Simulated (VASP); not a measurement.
Crystal: GaSb.

```
Sb Ga
1.0
     0.00000    3.05900    3.05900
     3.05900    0.00000    3.05900
     3.05900    3.05900    0.00000
Sb Ga
1 1
Direct
  0.75000 0.75000 0.75000
  0.00000 0.00000 0.00000
```

```yaml
Program: VASP 6.6.1
Task: relaxation of cell and atoms
Functional: LDA
Potentials_or_basis: VASP PAW LDA potentials, release 64 (Sb, Ga_d)
Cutoff: 600 eV
k_mesh: 8 × 8 × 8
Occupations: fermi-dirac, width 0.05 eV
Spin: no spin polarisation
```

At the start: pressure -1.6 GPa; volume 28.62 Å³/atom.

**Question.** How do energy, volume and symmetry change on relaxing?

**Answer.** Over 3 steps the energy falls by 4.3 meV/atom and the volume is 27.76 Å³/atom (-3.0 %); space group F-43m (No. 216, to 0.05 Å).

The path:
| step | energy change (eV) | largest force (eV/Å) | pressure (GPa) | volume (Å³) |
| --- | --- | --- | --- | --- |
| 1 | 0.0000 | 0.0000 | -1.58 | 57.25 |
| 2 | -0.0076 | 0.0000 | 0.57 | 54.94 |
| 3 | -0.0087 | 0.0000 | -0.01 | 55.52 |

Final structure:
```cif
data_structure
_symmetry_space_group_name_H-M 'P 1'
_symmetry_Int_Tables_number 1
_cell_length_a 4.2822
_cell_length_b 4.2822
_cell_length_c 4.2822
_cell_angle_alpha 60.000
_cell_angle_beta 60.000
_cell_angle_gamma 60.000
_cell_volume 55.52
loop_
_atom_site_label
_atom_site_type_symbol
_atom_site_fract_x
_atom_site_fract_y
_atom_site_fract_z
_atom_site_occupancy
Sb1 Sb 0.75000 0.75000 0.75000 1
Ga1 Ga 0.00000 0.00000 0.00000 1
```
